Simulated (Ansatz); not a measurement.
# MoS2: the cost of one run

Method: DFT PBE+D3(BJ), scalar-relativistic, plane waves, PAW, in Ansatz 0.2.0.

**1. The structure to begin with**

It takes space group P-3m1 (No. 164, trigonal). Conventional cell: a = 3.185 Å, b = 3.185 Å, c = 27.551 Å, α = 90.00°, β = 90.00°, γ = 120.00°. S (site symmetry 3m) has 3 Mo at 2.40 Å as nearest neighbours. Mo (site symmetry 3m) has 6 S at 2.40 to 2.41 Å as nearest neighbours. S (site symmetry 3m) has 3 Mo at 2.41 Å as nearest neighbours.

Structure file:

```xyz
6
Lattice="3.1845 0.0000 0.0000 -1.5923 2.7579 0.0000 0.0000 0.0000 27.5513" Properties=species:S:1:pos:R:3 pbc="T T T"
S     1.5923    0.9193    9.0000
Mo    0.0000    1.8386   10.5502
S     1.5923    0.9193   12.1016
S     0.0000    1.8386   15.4497
Mo    1.5923    0.9193   17.0011
S     0.0000    1.8386   18.5513
```

Two layers cut from the bulk, bulk lattice in the plane.

**2. Relaxing the atoms**

File input.yaml:

```yaml
crystal:
  lattice:
    - [3.18454146, 0.0, 0.0]
    - [-1.59227073, 2.7578938, 0.0]
    - [0.0, 0.0, 27.5512713955]
  atoms:
    - { symbol: S, position: [0.66666667, 0.33333334, 0.3266636908] }
    - { symbol: Mo, position: [0.33333333, 0.66666666, 0.3829296305], spin: 1.0 }
    - { symbol: S, position: [0.66666667, 0.33333334, 0.4392380003] }
    - { symbol: S, position: [0.33333333, 0.66666666, 0.5607619997] }
    - { symbol: Mo, position: [0.66666667, 0.33333334, 0.6170703695], spin: 1.0 }
    - { symbol: S, position: [0.33333333, 0.66666666, 0.6733363092] }
basis:
  ecutwfc: 420.0
  fft_grid_basis: typed
kpoints:
  mp_grid: { grid: [9, 9, 1] }
hamiltonian:
  xc: pbe
  dispersion: d3bj
  pseudopotentials: { kind: paw }
scf:
  occupations: { method: gaussian, width: 0.05 }
output:
  forces: true
  eigenvalues: true
  populations: true
efield:
  axis: 3
  dipole_correction: true
  ramp_width: 0.04
magnetization:
  spin_polarized: true
relax:
  adjacent_minimum: "off"
  f_tol: 0.04
  max_steps: 40
```

On the command line:

```
$ ansatz run input.yaml --threads 2 --pin off --max-ram 4423MiB --backend cpu --events-out ev --progress --plain --runs-dir out
```

What time and memory should one allow on 2 threads of Intel Xeon Platinum 8259CL at 2.50GHz (Skylake/Cascade Lake), shared host?

About 36 s, with a peak of 0.6 GiB.
